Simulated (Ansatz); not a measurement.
We consider rock-salt LiI, described by PBE+SOC (plane waves, PAW; Ansatz, a first-principles code).

Numerical settings: plane-wave cutoff 520 eV, 10×10×10 k mesh, Fermi–Dirac smearing 0.01 eV, PAW data made under PBE.

Properties against volume:

```tsv
V (Å³/atom)	P (GPa)	direct gap at Γ (eV)
25.672	1.40	4.152
26.218	0.88	4.063
26.765	0.42	3.979
27.311	0.00	3.900
27.857	-0.37	3.826
28.403	-0.71	3.755
28.949	-1.01	3.689
```

A straight line through the gaps at Γ against ln V gives a volume deformation potential dE_g(Γ)/d ln V of -3.9 eV: the gap at Γ widens under compression.

Measured, for comparison: band gap 6.4 eV (temperature not stated, no zero-point or thermal correction, sources range from 6.10 to 6.40; as tabulated in Aguado et al. (1998), arXiv:cond-mat/9809176).
